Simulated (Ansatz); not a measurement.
TiSi2 in Ansatz: the effect of functional

TiSi2:

```xyz
3
Lattice="-1.4826 1.7235 4.2400 1.4826 -1.7235 4.2400 1.4826 1.7235 -4.2400" Properties=species:S:1:pos:R:3 pbc="T T T"
Ti    0.0000    0.0000    0.0000
Si    0.0000    0.0000    5.6822
Si    0.0000    0.0000    2.7977
```

The cell comes from a database or a generator and needn't be the stable form of this composition.

The cell isn't the ideal one: volume scaled by 1.02.

Alike in all runs:

```yaml
Program: Ansatz 0.2.0
Task: single point
Potentials_or_basis: Ansatz PAW
k_mesh: 12 × 12 × 12
Occupations: fermi-dirac, width 0.05 eV
Spin: no spin polarisation
```

```tsv
functional	cutoff	pressure (GPa)	largest force (eV/Å)
LDA	420 eV (not typed: the program's choice for these potentials)	-9.0	0.13
PBEsol	420 eV (not typed: the program's choice for these potentials)	-6.2	0.08
r2SCAN	500 eV (not typed: the program's choice for these potentials)	?	?
```

What does the run with functional r2SCAN give?

Pressure -5.0 GPa; largest force 0.02 eV/Å.

Caveats: the PAW data sets come from PBE, with cores solved anew for the run's functional, which leaves a small shift of forces and pressure.

Runs at the PBE level aren't shown here.
